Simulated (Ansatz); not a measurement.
# BaTiO3 (P1) in Ansatz: a series of runs

One crystal, BaTiO3, is run at these levels: PBE+D3(BJ), PBE, PBEsol+U, r2SCAN+D3(BJ); tasks: relaxation of cell and atoms, single point.

Everything below comes from runs of Ansatz 0.2.0. Logs are shortened: lines on timing, memory, paths and dates and some standing lists are left out, and cuts for length are marked.

## (1) The structure

The typed cell holds 10 atoms: a = 3.803 Å, b = 4.131 Å, c = 7.975 Å, α = 89.10°, β = 88.33°, γ = 89.36°.

## (2) Relaxation of cell and atoms, PBE+D3(BJ)

Contents of input.yaml:

```yaml
crystal:
  lattice:
    - [-3.80268156, -0.05658243, -0.02181512]
    - [-0.02191438, -0.03167986, -4.13033488]
    - [-0.11316485, -7.97351199, -0.06307272]
  atoms:
    - { symbol: Ba, position: [0.04486322, 0.90916552, 0.49511477] }
    - { symbol: Ba, position: [0.00814907, 0.9218096, 0.02441397] }
    - { symbol: Ti, position: [0.45719229, 0.52057169, 0.20538669] }
    - { symbol: Ti, position: [0.50231709, 0.47064326, 0.76225275] }
    - { symbol: O, position: [0.48144089, 0.03993233, 0.24039032] }
    - { symbol: O, position: [0.45628989, 0.07297889, 0.69356516] }
    - { symbol: O, position: [0.5380255, 0.54058565, 0.44980358] }
    - { symbol: O, position: [0.5290554, 0.55799572, 0.03050014] }
    - { symbol: O, position: [0.98202325, 0.45739828, 0.26038045] }
    - { symbol: O, position: [0.00064341, 0.50891906, 0.83819216] }
hamiltonian:
  xc: pbe
  pseudopotentials: { kind: paw }
  dispersion: d3bj
kpoints:
  mp_grid: { grid: [7, 7, 4] }
scf:
  occupations: { method: fermi_dirac, width: 0.05 }
output:
  forces: true
  stress: true
  eigenvalues: true
relax:
  f_tol: 0.01
  max_steps: 40
  cell: { stress_tol: 0.05 }
```

Potentials or basis: Ansatz PAW.

Launch:

```sh
$ ansatz run input.yaml --threads 4 --pin off --max-ram 11264MiB --backend cpu --events-out ev --progress --plain --runs-dir out
```

The program printed:

```text
Warning: RAYON_NUM_THREADS=4 ignored (pool sized by the plan → 4); use --threads N
Engine: ansatz 0.2.0, x86_64-unknown-linux-gnu
Pseudopotentials: kind: paw
Pseudopotential: Ba, paw, valence charge 10, recommended cutoff 420 eV (normal), Ba.paw.azcp
Pseudopotential: Ti, paw, valence charge 12, recommended cutoff 420 eV (normal), Ti.paw.azcp
Pseudopotential: O, paw, valence charge 6, recommended cutoff 420 eV (normal), O.paw.azcp
Functional definition: PBE
  parameter kappa = 0.804
  parameter beta = 0.06672455060314922
  exchange = pbe_x(kappa = kappa, mu = beta*pi^2/3)
  correlation = pbe_c(beta = beta)
Crystal: 10 atoms, lattice volume = 125.197 Å³
Basis set: ecut = 420 eV, 2447 PW (Γ), exchange–correlation on 54×60×108 points (8 copies of the dense FFT grid, shifted against one another)
Bands: 50, of which v1, the nominal top of the filled ones, is band 40 counted from 1 (39 counted from 0)
Symmetry: 1 space group operations
Space group: P1 (ITA 1), of the structure as read, at distance tolerance 5.0e-5 Å
k-points: 99 of 196 (time reversal used)
Non-local potential: Ba, projectors of the file, l = 0: 3, l = 1: 2, l = 2: 2, l = 3: 2
Non-local potential: Ti, projectors of the file, l = 0: 3, l = 1: 2, l = 2: 3, l = 3: 1
Non-local potential: O, projectors of the file, l = 0: 2, l = 1: 2, l = 2: 1
PAW form: soft (Blöchl's): semilocal exchange-correlation on the pseudo side does not see the compensation charge
PAW one-centre angular grid: Ba, 194 points (default); XC on 64 Gauss nodes
PAW one-centre angular grid: Ti, 590 points (default); XC on 64 Gauss nodes
PAW one-centre angular grid: O, 110 points (default); XC on 64 Gauss nodes
Initial density: superposition of atomic densities (neutral atoms: chi_scale 0, normalization atom), corrected by the library's trained network
Initial wavefunctions: pseudopotential atomic-orbital guess
Functional: x = pbe(κ = 0.804, μ = 0.2195149727645171), c = pbe(β = 0.06672455060314922)
SCF iter   1: F=—  HF=-20311.514118 eV  |F-HF|=—  |Δ(HF+E_count)|=         —  Δρ=1.03e-2  dr2=1.98e-1  ethr=1.77e-3  ⟨swp⟩=6.6  Hψ=21681  notcnv=0  defer=54
preconditioner: auto → Resta (q_TF=auto, 2.532 Å⁻¹)  ε∞=5.8  [insulator: Δε(μ)=0.429 eV  Ē_g=12.058 eV  σ=0.050 eV  W_gap=0.97  n_scr=38 (ndim 8)  ℏωp=26.5 eV  f_vac=0.004  D(μ)=0.05/eV (n_scr^D=0)  ε∞_Penn≈5.8]
SCF iter   2: F=—  HF=-20311.485962 eV  |F-HF|=—  |Δ(HF+E_count)|=   2.82e-2  Δρ=5.20e-3  dr2=5.98e-2  ethr=2.48e-4  ⟨swp⟩=2.0  Hψ=6338  notcnv=0  defer=370
SCF iter   3: F=—  HF=-20311.475326 eV  |F-HF|=—  |Δ(HF+E_count)|=   1.06e-2  Δρ=1.07e-3  dr2=2.19e-3  ethr=7.48e-5  ⟨swp⟩=2.5  Hψ=7634  notcnv=0  defer=370
SCF iter   4: F=—  HF=-20311.475082 eV  |F-HF|=—  |Δ(HF+E_count)|=   2.44e-4  Δρ=4.08e-4  dr2=2.67e-4  ethr=2.74e-6  ⟨swp⟩=2.1  Hψ=8219  notcnv=0  defer=370
SCF iter   5: F=—  HF=-20311.475072 eV  |F-HF|=—  |Δ(HF+E_count)|=   1.03e-5  Δρ=1.24e-4  dr2=2.10e-5  ethr=3.34e-7  ⟨swp⟩=2.0  Hψ=7420  notcnv=0  defer=370
SCF iter   6: F=—  HF=-20311.475154 eV  |F-HF|=—  |Δ(HF+E_count)|=   8.19e-5  Δρ=3.72e-5  dr2=2.01e-6  ethr=2.62e-8  ⟨swp⟩=2.0  Hψ=8292  notcnv=0  defer=370
SCF iter   7: F=—  HF=-20311.475155 eV  |F-HF|=—  |Δ(HF+E_count)|=   1.06e-6  Δρ=1.30e-5  dr2=2.26e-7  ethr=2.51e-9  ⟨swp⟩=2.0  Hψ=7591  notcnv=0  defer=370
SCF iter   8: F=-20311.475155 eV  HF=-20311.475155 eV  |F-HF|=5.72e-9  |Δ(HF+E_count)|=   7.50e-8  Δρ=4.59e-6  dr2=2.51e-8  ethr=1.25e-10  ⟨swp⟩=11.9  Hψ=24540  notcnv=0
SCF 1 converged in 8 iterations: F = -20311.475155 eV  dr2 = 2.51e-8
relax step   1: F+E_penalty+E_count = -20311.47515483 eV  Δ(F+E_penalty+E_count) = +0.000e0 eV  max|allowed force component| = 2.608e1 eV/Å  Δτ_max = 0.0000 Å  P = +33.100 GPa  Ω = 125.197 Å³  (8 SCF iters, dr2 threshold 1.00e-7 eV, accepted)
Crystal: 10 atoms, lattice volume = 132.117 Å³
Basis set: ecut = 420 eV, 2593 PW (Γ), exchange–correlation on 54×60×108 points (8 copies of the dense FFT grid, shifted against one another)
Initial density: handed on by an earlier stage of this run
Initial wavefunctions: those handed on with the density
iter 1 solved again at ethr=1.62e-3 eV; its pass at ethr=3.10e-3 eV (dr2=1.29e0 eV) is discarded
SCF iter   1: F=—  HF=-20318.449461 eV  |F-HF|=—  |Δ(HF+E_count)|=         —  Δρ=3.20e-2  dr2=1.30e0  ethr=1.62e-3  ⟨swp⟩=1.7  Hψ=29927  notcnv=0
[... 155 lines left out ...]
SCF iter   5: F=—  HF=-20321.843812 eV  |F-HF|=—  |Δ(HF+E_count)|=   1.95e-7  Δρ=4.61e-6  dr2=2.10e-8  ethr=4.37e-10  ⟨swp⟩=2.1  Hψ=8213  notcnv=0
SCF iter   6: F=-20321.843812 eV  HF=-20321.843812 eV  |F-HF|=1.01e-9  |Δ(HF+E_count)|=   5.35e-9  Δρ=1.91e-6  dr2=3.10e-9  ethr=2.14e-11  ⟨swp⟩=5.8  Hψ=18440  notcnv=0
SCF 14 converged in 6 iterations: F = -20321.843812 eV  dr2 = 3.10e-9
relax step  14: F+E_penalty+E_count = -20321.84381185 eV  Δ(F+E_penalty+E_count) = -2.660e-4 eV  max|allowed force component| = 2.353e-3 eV/Å  Δτ_max = 0.0053 Å  P = +0.004 GPa  Ω = 129.736 Å³  energy of the carried Pulay correction = +1.531e-4 eV  (6 SCF iters, dr2 threshold 1.71e-8 eV, accepted)
iter 1 solved again at ethr=1.12e-7 eV; its pass at ethr=3.10e-3 eV (dr2=8.96e-5 eV) is discarded
SCF iter   1: F=—  HF=-20321.844045 eV  |F-HF|=—  |Δ(HF+E_count)|=         —  Δρ=2.44e-5  dr2=2.05e-7  ethr=1.12e-7  ⟨swp⟩=3.1  Hψ=35332  notcnv=0
preconditioner: auto → Resta (q_TF=auto, 2.517 Å⁻¹)  ε∞=5.7  [insulator: Δε(μ)=2.475 eV  Ē_g=12.076 eV  σ=0.050 eV  W_gap=1.00  n_scr=38 (ndim 8)  ℏωp=26.1 eV  f_vac=0.000  D(μ)=0.00/eV (n_scr^D=0)  ε∞_Penn≈5.7]
SCF iter   2: F=—  HF=-20321.843608 eV  |F-HF|=—  |Δ(HF+E_count)|=   4.37e-4  Δρ=1.19e-5  dr2=5.36e-8  ethr=2.56e-10  ⟨swp⟩=3.1  Hψ=11955  notcnv=0
SCF iter   3: F=—  HF=-20321.843608 eV  |F-HF|=—  |Δ(HF+E_count)|=   2.84e-8  Δρ=7.88e-6  dr2=2.15e-8  ethr=6.69e-11  ⟨swp⟩=1.8  Hψ=5082  notcnv=0
SCF iter   4: F=—  HF=-20321.843608 eV  |F-HF|=—  |Δ(HF+E_count)|=   2.84e-8  Δρ=1.44e-6  dr2=1.24e-9  ethr=2.68e-11  ⟨swp⟩=2.6  Hψ=8607  notcnv=0
SCF iter   5: F=—  HF=-20321.843608 eV  |F-HF|=—  |Δ(HF+E_count)|=  7.20e-10  Δρ=3.11e-7  dr2=1.00e-10  ethr=1.55e-12  ⟨swp⟩=2.7  Hψ=8489  notcnv=0
SCF iter   6: F=-20321.843608 eV  HF=-20321.843608 eV  |F-HF|=3.64e-12  |Δ(HF+E_count)|=  1.46e-11  Δρ=1.52e-7  dr2=1.53e-11  ethr=1.00e-12  ⟨swp⟩=5.3  Hψ=17980  notcnv=0
SCF 15 converged in 6 iterations: F = -20321.843608 eV  dr2 = 1.53e-11
relax step  15: F+E_penalty+E_count = -20321.84360843 eV  Δ(F+E_penalty+E_count) = +2.034e-4 eV  max|allowed force component| = 2.359e-3 eV/Å  Δτ_max = 0.0000 Å  P = +0.004 GPa  Ω = 129.736 Å³  stress off target by 2.20e-2 GPa  SCF on the basis re-selected at this cell (its energy is not comparable with the rows above)  (6 SCF iters)
basis re-selected at this cell: Δ(F+E_penalty+E_count) = +2.034e-4 eV, ΔP = -0.000 GPa vs the last step (what re-selecting the basis moved, of the pressure what is left beyond the Pulay correction that the steps carried, after the strain that the cell walked since its last selection, with what the two solves' SCF thresholds leave and, on support functions, any second-order correction that the steps lacked; it is no measure of the basis error at this ecutwfc). This SCF's stress stands 2.20e-2 GPa from its target on what of the cell is left free (relax.cell.stress_tol is 5.00e-2 GPa) and its largest allowed force component is 2.36e-3 eV/Å (relax.f_tol is 1.00e-2 eV/Å): within both
SCF converged after 6 iterations
Free energy (F): -20321.843608 eV
Harris-Foulkes:  -20321.843608 eV  (|F-HF|=3.64e-12)
Internal energy: -20321.843608 eV  (E = F + TS)
E sigma→0 (E₀):  -20321.843608 eV
Fermi energy:    11.316760 eV
--- Per-component energies (eV) ---
  E_band       = -291.244849
  E_kinetic    = 1941.833614
  E_local      = -4263.391041  (includes V_loc(G=0)·N_el)
  E_nonlocal   = 407.813675
  E_hartree    = 1667.019487
  E_xc         = -983.140880
  E_vxc        = -1092.515700  (∫ρ·V_xc dr)
  E_paw        = -13489.811095  (= ΣΔE_a)
  E_vpaw       = -619.038886  (= ΣTr[D̂ρ^β])
  E_aug_tail   = 0.014544  (compensation charges beyond the density's cutoff)
  E_ewald      = -5599.562271
  E_disp       = -2.619642  (pairwise vdW)
  E_smearing   = -0.000000  (= −TS)
  E_closure    = -0.000000  (closes the sum)
  Σ components = -20321.843608   (vs F -20321.843608, Δ=0.00e0)
--- Forces (eV/Å), atoms counted from 1 ---
  atom   1  Ba     0.00032641     0.00060562    -0.00012161
  atom   2  Ba     0.00046553    -0.00020567     0.00005818
  atom   3  Ti    -0.00013905     0.00203369    -0.00020888
  atom   4  Ti    -0.00011563    -0.00235952    -0.00012089
  atom   5  O      0.00005004     0.00037420    -0.00007978
  atom   6  O      0.00010362    -0.00047748    -0.00019523
  atom   7  O      0.00002165    -0.00023676    -0.00008736
  atom   8  O      0.00026500    -0.00013684     0.00029543
  atom   9  O     -0.00050831     0.00060934     0.00014870
  atom  10  O     -0.00047435    -0.00021354     0.00030405
  max |Σ_I F_I| component: 7.39e-6 eV/Å
--- Stress (GPa, compression-positive) ---
        0.021841       0.001092      -0.001584
        0.001092      -0.001574      -0.005997
       -0.001584      -0.005997      -0.008299
  P = ⅓ Tr σ = 0.0040 GPa (0.040 kbar)
--- Band table (eV; the first three rows and the last of 99) ---
  k-point 0: bands = ["-46.1459", "-46.1450", "-22.4595", "-22.4114", "-22.4101", "-22.4087", "-22.4063", "-22.4050", "-14.5619", "-14.4479", "-6.8774", "-6.6662", "-6.0030", "-6.0011", "-5.9694", "-5.7387", "0.2515", "0.2521", "0.2539", "0.4082", "0.4169", "0.6409", "6.2652", "7.4596", "7.4760", "7.9048", "7.9052", "7.9070", "8.0423", "8.0905", "8.4119", "8.5144", "8.7669", "8.7692", "9.0200", "9.1550", "9.2901", "9.5682", "9.7011", "9.7017", "12.5211", "12.5309", "12.6749", "12.6880", "13.8632", "13.9752", "14.5522", "14.5893", "14.5906", "15.2730"]
  k-point 1: bands = ["-46.1458", "-46.1451", "-22.4523", "-22.4175", "-22.4104", "-22.4090", "-22.4066", "-22.4053", "-14.5456", "-14.4650", "-6.8305", "-6.6729", "-5.9972", "-5.9934", "-5.9742", "-5.7991", "0.2739", "0.2765", "0.3100", "0.3844", "0.3918", "0.5848", "6.4878", "7.5432", "7.5614", "7.6410", "7.8642", "7.8736", "8.1439", "8.1608", "8.4804", "8.5963", "8.6101", "8.6255", "8.9227", "9.2357", "9.3107", "9.3438", "9.6337", "9.6773", "12.5482", "12.6562", "12.7564", "12.7840", "13.6561", "13.7680", "14.5662", "14.5877", "14.9711", "15.5474"]
  k-point 2: bands = ["-46.1456", "-46.1452", "-22.4351", "-22.4346", "-22.4099", "-22.4096", "-22.4062", "-22.4058", "-14.5058", "-14.5055", "-6.7323", "-6.7321", "-5.9858", "-5.9855", "-5.9224", "-5.9210", "0.3283", "0.3284", "0.3329", "0.3329", "0.4480", "0.4485", "7.0449", "7.0463", "7.7266", "7.7269", "7.7449", "7.7451", "8.3423", "8.3433", "8.3631", "8.3642", "8.6834", "8.6842", "8.8977", "8.8978", "9.4475", "9.4477", "9.4820", "9.4821", "12.6093", "12.6098", "13.1790", "13.1796", "13.2734", "13.2741", "14.5809", "14.5814", "15.6205", "15.6211"]
  k-point 98: bands = ["-46.1448", "-46.1441", "-22.4545", "-22.4526", "-22.4484", "-22.4176", "-22.4155", "-22.4139", "-14.4285", "-14.3770", "-6.7089", "-6.3450", "-5.9457", "-5.9295", "-5.8964", "-5.8149", "0.0848", "0.1215", "0.2512", "0.4011", "0.4598", "0.5667", "6.1422", "6.2734", "6.5840", "6.6740", "7.1120", "7.4659", "7.4745", "7.5980", "7.6320", "7.8458", "8.1953", "8.5923", "8.9516", "9.1366", "9.2034", "9.2277", "9.3431", "9.9083", "13.0674", "13.7550", "13.8105", "13.9126", "13.9590", "14.2000", "15.1830", "15.7134", "16.5274", "17.4628"]
--- Relaxed structure (12 steps of the walk, 12 accepted, 3 SCFs on fresh bases) ---
  F+E_penalty+E_count = -20321.84360843 eV   max|allowed force component| = 2.359e-3 eV/Å   (the final SCF, on the basis selected at the relaxed cell)
  cell:  # Å, volume = 129.7361 Å³
    - [-4.015421481401313, -0.006320863613677027, -0.006266665784389728]
    - [-0.006835105405944921, -0.007010841740903082, -4.019722320969601]
    - [-0.013177336701860637, -8.037797205860596, -0.013384939245754214]
  atoms:
    - { symbol: Ba, position: [-0.006824705549016674, 0.9928692993760794, 0.49647042388254053] }
    - { symbol: Ba, position: [-0.006820191142170634, 0.9928761067066222, -0.003535531954069785] }
    - { symbol: Ti, position: [0.48080767022655346, 0.4801720817397743, 0.24016590280090958] }
    - { symbol: Ti, position: [0.4808128231249809, 0.4801794545500287, 0.7401256962859296] }
    - { symbol: O, position: [0.506185813626029, 0.014127232266386534, 0.25316396441245315] }
    - { symbol: O, position: [0.5061903909702196, 0.01412656466492274, 0.753126207187985] }
    - { symbol: O, position: [0.5062153281229287, 0.5063420070387575, 0.507007003136933] }
    - { symbol: O, position: [0.5062202139971042, 0.5063525901146817, 0.007023156109537124] }
    - { symbol: O, position: [1.0136052431217175, 0.5064733968227124, 0.2532452796800832] }
    - { symbol: O, position: [0.013607423501653695, 0.5064812667200347, 0.7532078884576972] }
```

It took 7.7 min on 4 threads of Intel Xeon at 2.50GHz (Skylake/Cascade Lake), shared host; peak memory 0.83 GiB.

What came out:

```yaml
Free_energy: -20321.8436 eV
Relaxed_volume: 12.97 Å³/atom
Relaxed_cell: a = 4.015 Å, b = 4.020 Å, c = 8.038 Å, α = 89.80°, β = 89.82°, γ = 89.81°
Space_group_after_relaxing_to_0.05_Å: R3m (No. 160)
Energy_gained_by_relaxing: 1036.8 meV/atom
Ionic_steps: 15
Pressure_after_relaxing: 0.0 GPa
Band_gap_on_the_k_mesh: 2.47 eV, indirect (least direct gap 2.67 eV)
```

Forces in eV/Å, atoms in the order of the input:
```
Ba   0.000  0.001  0.000
Ba   0.000  0.000  0.000
Ti   0.000  0.002  0.000
Ti   0.000 -0.002  0.000
O    0.000  0.000  0.000
O    0.000  0.000  0.000
O    0.000  0.000  0.000
O    0.000  0.000  0.000
O   -0.001  0.001  0.000
O    0.000  0.000  0.000
```

The path:
```csv
step,energy change (eV),largest force (eV/Å),volume (Å³)
1,0.0000,26.6164,125.20
2,-6.6779,10.6888,132.12
3,-9.3356,3.1645,131.95
4,-10.1584,1.2112,132.14
5,-10.3336,0.1072,129.69
6,-10.3365,0.0521,129.29
7,-10.3362,0.0377,129.52
8,-10.3368,0.0582,129.48
9,-10.3374,0.0018,129.45
10,-10.3654,0.0020,129.45
11,-10.3671,0.0032,129.68
12,-10.3669,0.0132,129.78
13,-10.3684,0.0133,129.78
14,-10.3687,0.0024,129.74
15,-10.3685,0.0024,129.74
```

Final structure:
```yaml
crystal:
  lattice:
    - [-4.01542, -0.00632, -0.00627]
    - [-0.00684, -0.00701, -4.01972]
    - [-0.01318, -8.03780, -0.01338]
  atoms:
    - { symbol: Ba, position: [0.99318, 0.99287, 0.49647] }
    - { symbol: Ba, position: [0.99318, 0.99288, 0.99646] }
    - { symbol: Ti, position: [0.48081, 0.48017, 0.24017] }
    - { symbol: Ti, position: [0.48081, 0.48018, 0.74013] }
    - { symbol: O, position: [0.50619, 0.01413, 0.25316] }
    - { symbol: O, position: [0.50619, 0.01413, 0.75313] }
    - { symbol: O, position: [0.50622, 0.50634, 0.50701] }
    - { symbol: O, position: [0.50622, 0.50635, 0.00702] }
    - { symbol: O, position: [0.01361, 0.50647, 0.25325] }
    - { symbol: O, position: [0.01361, 0.50648, 0.75321] }
```

Caveat: odd divisions of the mesh miss points on the zone boundary, where band edges often lie, so the gap on the mesh can be too wide; the plane-wave basis is chosen anew once the cell has moved, so the energies of steps on either side of that aren't comparable; the pressure holds a Pulay correction of +0.5 GPa for the finite cutoff; spin-orbit coupling is left out, which moves the levels of the heavy elements.

## (3) Single point, PBE

input.yaml, as its differences from that of step 2:

```diff
@@ -19,3 +19,2 @@
   pseudopotentials: { kind: paw }
-  dispersion: d3bj
 kpoints:
@@ -24,2 +23,4 @@
   occupations: { method: fermi_dirac, width: 0.05 }
+basis:
+  ecutwfc: "300 eV"
 output:
@@ -28,5 +29 @@
   eigenvalues: true
-relax:
-  f_tol: 0.01
-  max_steps: 40
-  cell: { stress_tol: 0.05 }
```

Potentials or basis: Ansatz PAW.

Launch:

```sh
$ ansatz run input.yaml --threads 4 --pin off --max-ram 11264MiB --backend cpu --events-out ev --progress --plain --runs-dir out
```

The program printed:

```text
Warning: basis.ecutwfc = 300 eV is below the records' recommended 420 eV, and the density's cutoff is lower with it unless basis.ecutrho_ratio is high enough to keep the records' density cutoff: compare with a run at a higher cutoff
Warning: RAYON_NUM_THREADS=4 ignored (pool sized by the plan → 4); use --threads N
[... 79 lines left out ...]
  k-point 1: bands = ["-46.6097", "-44.4404", "-23.0088", "-22.8414", "-22.7969", "-22.5203", "-20.4729", "-20.4006", "-14.2294", "-13.2076", "-7.3812", "-6.7844", "-6.5163", "-5.4578", "-4.6213", "-4.1818", "0.2371", "0.4528", "1.0307", "1.5354", "1.7199", "1.9284", "5.3908", "5.8981", "6.1331", "7.1434", "7.3194", "7.4875", "7.7981", "7.9112", "8.2180", "8.7705", "8.9603", "9.3694", "9.9477", "10.3575", "10.4406", "10.5517", "11.2591", "11.7200", "12.1595", "13.2347", "13.8424", "13.9986", "14.1852", "14.6599", "15.9552", "16.3385", "16.5121"]
  k-point 2: bands = ["-46.6096", "-44.4403", "-23.0086", "-22.8402", "-22.7961", "-22.5206", "-20.4721", "-20.4005", "-14.2270", "-13.2114", "-7.3760", "-6.7486", "-6.5380", "-5.4729", "-4.6234", "-4.1903", "0.2378", "0.4510", "1.0457", "1.5125", "1.7243", "1.9366", "5.4237", "5.8906", "6.1810", "7.1221", "7.3247", "7.4259", "7.8656", "7.9179", "8.2158", "8.8609", "8.9297", "9.3261", "9.9637", "10.2636", "10.4452", "10.5527", "11.2688", "11.7069", "12.1444", "13.2391", "13.8450", "13.9754", "14.1711", "14.6808", "15.9626", "16.4248", "16.6039"]
  k-point 98: bands = ["-46.6074", "-44.4376", "-23.0113", "-22.8781", "-22.8188", "-22.5117", "-20.5559", "-20.4121", "-14.0126", "-13.0039", "-7.2177", "-6.9019", "-6.6656", "-5.0647", "-4.8123", "-4.3543", "0.1226", "0.4708", "0.7609", "1.3642", "1.6176", "1.8083", "5.2511", "5.5723", "6.1850", "6.7515", "7.0434", "7.3084", "7.7005", "7.7546", "8.0881", "8.5583", "9.0289", "9.3807", "9.6702", "9.9232", "10.5187", "10.9137", "11.2609", "11.5977", "12.6880", "12.9132", "13.5776", "13.9443", "14.7083", "15.3015", "16.1622", "16.5664", "17.0664"]
```

Wall time 18 s (4 threads of Intel Xeon at 2.50GHz (Skylake/Cascade Lake), shared host); peak memory 0.6 GiB.

What came out:

- Free energy: -20305.7839 eV
- Pressure: 36.2 GPa
- Largest force: 26.580 eV/Å
- Band gap on the k mesh: 0.33 eV, indirect (least direct gap 0.44 eV)

Forces on the atoms (eV/Å):
```
Ba    1.939   2.249  -1.864
Ba    0.648  -0.418  -5.829
Ti    2.401 -26.020   4.869
Ti   -0.070   2.254   0.597
O    -0.165   1.440   1.702
O    -1.689  -3.270   0.090
O     0.358  -5.658   0.553
O    -2.394  23.551  -0.757
O    -0.530   2.195  -0.884
O    -0.499   3.677   1.524
```

Levels at points of the mesh, in eV from the valence-band top:
| k point | band 38 | band 39 | band 40 | band 41 | band 42 | band 43 |
| --- | --- | --- | --- | --- | --- | --- |
| (0.00, 0.00, 0.00) | -1.26 | -0.56 | -0.08 | 0.36 | 1.43 | 2.04 |
| (0.00, 0.00, -0.50) | -1.26 | -0.54 | -0.11 | 0.33 | 1.43 | 2.03 |

Caveat: a pressure of tens of GPa on the cell as given is suspect, and the run, the potentials or the cell itself is likely at fault; odd divisions of the mesh miss points on the zone boundary, where band edges often lie, so the gap on the mesh can be too wide; the pressure holds a Pulay correction of +23.8 GPa for the finite cutoff; spin-orbit coupling is left out, which moves the levels of the heavy elements; forces of over 1 eV/Å show positions far from the minimum, so gaps and moduli don't describe the material at rest; the cutoff lies under the one recommended for these potentials.

(Continued in part 2 of 2.)
